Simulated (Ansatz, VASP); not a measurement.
One calculation of HfN, two programs

File INCAR:

```
SYSTEM = HfN
PREC     = Accurate       ! precision mode
ENCUT    = 520            ! plane-wave cutoff, eV
EDIFF    = 1E-6           ! SCF threshold, eV
ISMEAR   = -1             ! smearing method
SIGMA    = 0.05           ! smearing width, eV
LREAL    = .FALSE.        ! projectors in reciprocal space
LASPH    = .TRUE.         ! aspherical terms in the spheres
NELM     = 100            ! most SCF steps
ALGO     = Normal         ! electronic algorithm
ISIF     = 2              ! what is computed and relaxed
LWAVE    = .FALSE.        ! write WAVECAR
LCHARG   = .FALSE.        ! write CHGCAR
GGA      = PE             ! functional
NBANDS   = 23             ! bands
```

File KPOINTS:

```
Automatic mesh
0
G
  8 8 4
  0 0 0
```

POSCAR

```
HfN
1.0
    3.1128744266      0.0000000000      0.0000000000
   -1.5564372133      2.6958283908      0.0000000000
    0.0000000000      0.0000000000      5.3804127569
Hf N
2 2
Direct
    0.6666666667      0.3333333333      0.7500000000
    0.3333333333      0.6666666667      0.2500000000
    0.0000000000      0.0000000000      0.0000000000
    0.0000000000      0.0000000000      0.5000000000
```

Input for Ansatz:

```yaml
crystal:
  lattice:
    - [3.1128744266488972, 0.0, 0.0]
    - [-1.5564372133244486, 2.6958283907504237, 0.0]
    - [0.0, 0.0, 5.380412756944395]
  atoms:
    - { symbol: Hf, position: [0.6666666666666666, 0.3333333333333333, 0.75] }
    - { symbol: Hf, position: [0.3333333333333333, 0.6666666666666666, 0.25] }
    - { symbol: "N", position: [0.0, 0.0, 0.0] }
    - { symbol: "N", position: [0.0, 0.0, 0.5] }
basis:
  ecutwfc: 557.833418042754
kpoints:
  mp_grid:
    grid: [8, 8, 4]
hamiltonian:
  xc: pbe
scf:
  convergence:
    dr2_threshold: 1.0e-08
  occupations:
    method: fermi_dirac
    width: 0.05
output:
  stress: true
```

The cell comes from a database or a generator and needn't be the stable form of this composition.

Alike in both runs: task single point; functional PBE; k mesh 8 × 8 × 4; occupations fermi-dirac, width 0.05 eV; no spin polarisation.

```csv
,VASP,Ansatz
version,VASP 6.6.1,Ansatz 0.2.0
potentials or method,"VASP PAW PBE potentials, release 64 (Hf_pv, N)","plane waves, PAW"
plane-wave cutoff (eV),520,558
valence electrons in the cell,30,62
```

|  | VASP | Ansatz | Ansatz less VASP |
| --- | --- | --- | --- |
| pressure (GPa) | 10.0 | 12.3 | +2.27 |

The two sets of potentials don't hold the same shells in valence. Ansatz warned: «stress_scf_threshold_loose».

The runs have no spin-orbit coupling, so splittings on Hf are missing.
